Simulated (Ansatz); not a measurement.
Runs of Ansatz 0.2.0 on TiAl3. Symmetry: I4/mmm, No. 139, tetragonal system. The conventional cell has a = 3.822 Å, b = 3.822 Å, c = 8.561 Å, α = 90.00°, β = 90.00°, γ = 90.00°. Ti (site symmetry 4/mmm) is surrounded by 12 Al at 2.70 to 2.87 Å. Al (site symmetry -4m2) is surrounded by 8 Al at 2.70 to 2.87 Å and 4 Ti at 2.87 Å. Al (site symmetry 4/mmm) has 4 Ti at 2.70 Å and 8 Al at 2.87 Å as nearest neighbours. The cell comes from a database or a generator and needn't be the stable form of this composition.

```csv
task,level,potentials or basis,cell,k mesh,cutoff (eV),smearing,points for each segment of the path,mesh quality,gap on the mesh (eV),pressure (GPa),relaxed volume (Å³/atom)
single point,PBE,Ansatz PAW,as given,10 × 10 × 10,420,gaussian 0.023 eV,-,not flagged,none,2.1,-
relaxation of cell and atoms,RPBE,Ansatz PAW,relaxed,10 × 10 × 10,420,fermi-dirac 0.05 eV,-,not flagged,none,0.0,16.28
relaxation of cell and atoms,BLYP+D3(BJ),Ansatz PAW,relaxed,10 × 10 × 10,420,fermi-dirac 0.05 eV,-,not flagged,none,0.0,(b)
phonons,PBE,Ansatz PAW,as given,7 × 7 × 7,420,fermi-dirac 0.05 eV,-,not flagged,none,-,-
relaxation of cell and atoms,LDA,Ansatz PAW,relaxed,10 × 10 × 10,420,fermi-dirac 0.05 eV,-,not flagged,none,0.0,15.15
relaxation of cell and atoms,PBE+D3(BJ),Ansatz PAW,relaxed,10 × 10 × 10,420,fermi-dirac 0.05 eV,-,not flagged,none,0.0,15.29
single point,PBE,Ansatz PAW earlier set,as given,10 × 10 × 10,900,fermi-dirac 0.05 eV,-,not flagged,none,2.1,-
single point,PBE0,Ansatz PAW,as given,5 × 5 × 5,420,fermi-dirac 0.05 eV,-,coarse,none,-,-
band structure,HSEsol,Ansatz PAW,as given,5 × 5 × 5,420,fermi-dirac 0.05 eV,4,coarse,none,-,-
band structure,BLYP,Ansatz PAW,as given,6 × 6 × 6,420,fermi-dirac 0.05 eV,14,coarse,none,(a),-
single point,PBE,Ansatz PAW,as given,10 × 10 × 10,420,gaussian 0.012 eV,-,not flagged,none,2.1,-
```

Alike in all rows: no spin polarisation.

**Question.** Fill in the values left out.

**Answer.** (a) 5.1; (b) 14.83.

Caveats: some runs use coarse meshes; the PAW data sets come from PBE, with cores solved anew for the run's functional, which leaves a small shift of forces and pressure (some runs); the plane-wave basis is chosen anew once the cell has moved, so the energies of steps on either side of that aren't comparable (some runs); the potentials were made for another functional, which shifts forces and pressure (some runs); pairwise dispersion overbinds metals, which lowers pressure and volume (some runs).

A k mesh can miss the band edges.

A gap of «none» marks a metal or a gap under the smearing width.

Not every run made on this cell is shown here.
